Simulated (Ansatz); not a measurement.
# W: changes ranked by their effect on the pressure

```xyz
1
Lattice="0.0000 2.0300 2.0300 2.0300 0.0000 2.0300 2.0300 2.0300 0.0000" Properties=species:S:1:pos:R:3 pbc="T T T"
W     0.0000    0.0000    0.0000
```

Conventional cell: a = 4.060 Å, b = 4.060 Å, c = 4.060 Å, α = 90.00°, β = 90.00°, γ = 90.00°. W (atom 1) is surrounded by 12 W at 2.87 Å.

The cell comes from COD entry 1534935, which wasn't checked; take it as a given geometry.

Level of theory: DFT, PBE, all-electron LAPW, scalar-relativistic (Ansatz 0.2.0).

The runs use a Γ-centred 14×14×14 k mesh, Fermi–Dirac smearing of 0.05 eV, basis error target 0.25 meV/atom, no spin polarisation.

Spin–orbit coupling is off unless a change turns it on.

In this reference run the pressure is -4.6 GPa (positive in compression). Each change below is made alone, on the same k mesh, with fractional coordinates held unless an atom is moved; x, y and z are the Cartesian axes.

Q: Order the changes by the shift of the pressure, most negative first.
A. equal xy, yz and zx engineering shear strains of -3 %
B. volume scaled by 1.02
C. volume scaled by 0.975
D. volume scaled by 1.025
E. xy engineering shear strain of -1.5 %
F. volume scaled by 0.98

A: D (-6.2 GPa), B (-5.0 GPa), E (0.0 GPa), A (+0.6 GPa), F (+5.6 GPa), C (+7.1 GPa).
